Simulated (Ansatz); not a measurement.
## KMgF3: a sublattice moved along a line

Level of theory: Ansatz, DFT PBE, scalar-relativistic, plane waves, PAW. Cutoff 420 eV, Γ-centred 6×6×6 k-points, Gaussian smearing of 0.05 eV. No spin polarisation. Energies are free energies at this smearing, counted from the undisturbed cell; pressure is positive in compression.

The undisturbed cell (as given, not relaxed at this level; it stands at 3.8 GPa, and it needn't be the usual structure):

```
CELL_PARAMETERS angstrom
3.98590 0.00000 0.00000
0.00000 3.98590 0.00000
0.00000 0.00000 3.98590
ATOMIC_POSITIONS crystal
K 0.50000 0.50000 0.50000
Mg 0.00000 0.00000 0.00000
F 0.50000 0.00000 0.00000
F 0.00000 0.50000 0.00000
F 0.00000 0.00000 0.50000
```

Every F atom is moved by x along the Cartesian unit vector (0.000, -0.707, -0.707); the cell and all other atoms stay fixed.

```
  x (Å)  ΔE (meV/cell) force along x on the moved atoms (eV/Å) pressure (GPa) gap on the mesh (eV)
-0.5000         1415.9                                     6.53            16.0                  7.19
-0.2500          309.7                                     2.61             6.8                  7.30
 0.0000            0.0                                     0.00             3.8                  7.33
 0.0625           18.4                                    -0.59             4.0                  7.33
 0.1250           74.4                                    -1.21             4.5                  7.33
 0.1875          170.2                                    -1.87             5.4                  7.32
 0.3125          497.8                                    -3.43             8.5                  7.28
 0.3750          740.5                                    -4.35            10.6                  7.26
 0.4375         1044.2                                    -5.39            13.1                  7.23
```

By symmetry 0.5000 repeats -0.5000, -0.3750 repeats 0.3750, 0.2500 repeats -0.2500, -0.1250 repeats 0.1250 in energy, with the opposite slope along the path.